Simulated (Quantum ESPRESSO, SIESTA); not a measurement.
Given: the input of a run of SIESTA 5.4.2 on TiC. The cell is a database's computed one, not the measured one.

Contents of TiC.fdf:

```
SystemName                      TiC
SystemLabel                     TiC
NumberOfSpecies                 2
NumberOfAtoms                   2
%block ChemicalSpeciesLabel
  1  22 Ti
  2   6 C
%endblock ChemicalSpeciesLabel

UseStructFile                   true

%block kgrid.MonkhorstPack
   11   0   0  0.0
    0  11   0  0.0
    0   0  11  0.0
%endblock kgrid.MonkhorstPack
XC.Functional                   GGA
XC.Authors                      PBE
PAO.BasisSize                   DZP
PAO.EnergyShift                 0.003 Ry
Mesh.Cutoff                     800 Ry
OccupationFunction              FD
ElectronicTemperature           0.05 eV
MaxSCFIterations                120
SCF.MustConverge                false
SCF.Mixer.Method                Pulay
SCF.Mixer.Weight                0.25
SCF.Mixer.History               8
SCF.DM.Tolerance                5.0e-05
SCF.H.Tolerance                 1.0e-03 eV
WriteForces                     true
Charge.Mulliken                 end
%block PAO.Basis
  Ti 5
  n=3 0 2
    3.144 0.000
  n=4 0 2
    8.756 0.000
  n=3 1 2
    3.568 0.000
  n=4 1 1
    8.756
  n=3 2 2
    6.267 0.000
%endblock PAO.Basis
```

The input TiC.STRUCT_IN:

```
   0.0000000000     2.1657188437     2.1657188437
   2.1657188437     0.0000000000     2.1657188437
   2.1657188437     2.1657188437     0.0000000000
2
1  22    0.0000000000     0.0000000000     0.0000000000
2   6    0.5000000000     0.5000000000     0.5000000000
```

Potentials or basis: PseudoDojo 0.4 standard (PBE files), converted to PSML, two zetas on semicore shells, DZP (energy shift 0.003 Ry; two zetas on semicore shells).

Run with:

```bash
$ siesta TiC.fdf > TiC.out 2>&1
```

What does the same run look like in Quantum ESPRESSO 7.5? Potentials or basis there: SSSP 1.3 efficiency PBE, cutoff 748 eV.

As run (cutoffs and basis follow the program's own potentials, and thresholds, step limits or extra output files can differ):

The input pw.in:

```
&CONTROL
  calculation = 'scf'
  prefix = 'pwscf'
  outdir = './tmp'
  pseudo_dir = './pseudo'
  tprnfor = .true.
  tstress = .true.
  disk_io = 'low'
/
&SYSTEM
  ibrav = 0
  nat = 2
  ntyp = 2
  ecutwfc = 55
  ecutrho = 440
  nbnd = 14
  occupations = 'smearing'
  smearing = 'fd'
  degauss = 0.00367493
/
&ELECTRONS
  conv_thr = 4d-10
  electron_maxstep = 120
  mixing_beta = 0.5
/
ATOMIC_SPECIES
Ti    47.8670 ti_pbe_v1.4.uspp.F.UPF
C     12.0110 C.pbe-n-kjpaw_psl.1.0.0.UPF
CELL_PARAMETERS angstrom
   0.0000000000    2.1657188437    2.1657188437
   2.1657188437    0.0000000000    2.1657188437
   2.1657188437    2.1657188437    0.0000000000
ATOMIC_POSITIONS crystal
Ti     0.0000000000    0.0000000000    0.0000000000
C      0.5000000000    0.5000000000    0.5000000000
K_POINTS automatic
11 11 11 0 0 0
```

File pp_density.in:

```
&INPUTPP
  prefix = 'pwscf'
  outdir = './tmp'
  filplot = 'density.dat'
  plot_num = 0
/
&PLOT
  nfile = 1
  filepp(1) = 'density.dat'
  iflag = 3
  output_format = 6
  fileout = 'density.cube'
/
```

pp_potential.in

```
&INPUTPP
  prefix = 'pwscf'
  outdir = './tmp'
  filplot = 'potential.dat'
  plot_num = 11
/
&PLOT
  nfile = 1
  filepp(1) = 'potential.dat'
  iflag = 3
  output_format = 6
  fileout = 'potential.cube'
/
```

Potentials or basis: SSSP 1.3 efficiency PBE.

Launch:

```console
$ OMP_NUM_THREADS=1 pw.x -in pw.in > pw.out
$ OMP_NUM_THREADS=1 pp.x -in pp_density.in > pp_density.out
$ OMP_NUM_THREADS=1 pp.x -in pp_potential.in > pp_potential.out
```

Both were run:

|  | SIESTA | Quantum ESPRESSO |
| --- | --- | --- |
| Pressure | 1.4 GPa | 0.2 GPa |

Pressure is positive in compression.
